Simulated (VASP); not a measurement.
## C: relaxation of cell and atoms with revPBE+D4

C:

```xyz
8
Lattice="2.5221 0.0000 0.0000 -1.2611 2.1842 0.0000 0.0000 0.0000 8.2371" Properties=species:S:1:pos:R:3 pbc="T T T"
C     1.2611    0.7281    6.9501
C     0.0000    1.4561    2.8315
C     1.2611    0.7281    5.4056
C     0.0000    1.4561    1.2870
C     0.0000    0.0000    7.4649
C     0.0000    0.0000    3.3463
C     0.0000    0.0000    4.8908
C     0.0000    0.0000    0.7722
```

This is a hexagonal form of diamond, not graphite.

```
Program                : VASP 6.6.1
Task                   : relaxation of cell and atoms
Functional             : revPBE
Dispersion             : D4
Potentials or basis    : VASP PAW PBE potentials, release 64 (C)
Cutoff                 : 600 eV
k mesh                 : 12 × 12 × 4
Occupations            : fermi-dirac, width 0.05 eV
Spin                   : no spin polarisation
Further INCAR settings : ALGO = Normal; EDIFF = 1e-06; IBRION = 2; EDIFFG = -0.02; NSW = 40; ISIF = 3
```

- Relaxed volume: 5.59 Å³/atom
- Relaxed cell: a = 2.502 Å, b = 2.502 Å, c = 8.251 Å, α = 90.00°, β = 90.00°, γ = 120.00°
- Space group after relaxing (to 0.05 Å): P6_3/mmc (No. 194)
- Energy gained by relaxing: 4.0 meV/atom
- Ionic steps: 6
- Pressure after relaxing: 0.1 GPa
- Largest force after relaxing: 0.015 eV/Å
- Band gap on the k mesh: 4.57 eV, indirect (least direct gap 5.33 eV)
- Dispersion energy per atom: -0.506 eV

Forces in eV/Å, atoms in the order of the input:
```
C    0.000  0.000 -0.001
C    0.000  0.000 -0.001
C    0.000  0.000  0.001
C    0.000  0.000  0.001
C    0.000  0.000 -0.015
C    0.000  0.000 -0.015
C    0.000  0.000  0.015
C    0.000  0.000  0.015
```

Stress tensor (GPa, compression positive):
```
0.20 0.00 0.00
0.00 0.20 0.00
0.00 0.00 0.02
```

Step by step:
| step | energy change (eV) | largest force (eV/Å) | pressure (GPa) | volume (Å³) |
| --- | --- | --- | --- | --- |
| 1 | 0.0000 | 0.3278 | -6.17 | 45.38 |
| 2 | 0.0240 | 0.5406 | 8.45 | 43.95 |
| 3 | -0.0315 | 0.0632 | -0.29 | 44.76 |
| 4 | -0.0315 | 0.0709 | -0.17 | 44.75 |
| 5 | -0.0315 | 0.0776 | 0.46 | 44.68 |
| 6 | -0.0318 | 0.0146 | 0.14 | 44.72 |

Final structure:
```yaml
crystal:
  lattice:
    - [2.50156, 0.00000, 0.00000]
    - [-1.25078, 2.16641, 0.00000]
    - [0.00000, 0.00000, 8.25122]
  atoms:
    - { symbol: C, position: [0.66667, 0.33333, 0.84442] }
    - { symbol: C, position: [0.33333, 0.66667, 0.34442] }
    - { symbol: C, position: [0.66667, 0.33333, 0.65558] }
    - { symbol: C, position: [0.33333, 0.66667, 0.15558] }
    - { symbol: C, position: [0.00000, 0.00000, 0.90705] }
    - { symbol: C, position: [0.00000, 0.00000, 0.40705] }
    - { symbol: C, position: [0.00000, 0.00000, 0.59295] }
    - { symbol: C, position: [0.00000, 0.00000, 0.09295] }
```

Levels at points of the mesh, in eV from the valence-band top:
```csv
k point,band 14,band 15,band 16,band 17,band 18,band 19
"(0.00, 0.00, 0.00)",-0.24,0.00,0.00,5.33,5.33,5.52
"(0.50, 0.00, 0.00)",-4.76,-3.75,-3.01,4.63,5.62,6.03
"(0.00, 0.00, 0.50)",-0.66,-0.66,-0.66,6.11,6.11,6.11
"(0.50, 0.00, 0.50)",-4.82,-3.73,-3.73,4.98,4.98,7.04
```

Run time: 5.6 min on 1 thread of AMD EPYC 7R43 64-Core Processor (Zen 3) (shared host), peak memory 0.15 GiB.

Caveat: the PAW data sets were made with another functional, which shifts forces and pressure a little. revPBE gaps usually lie below the measured ones, often by a third to a half.
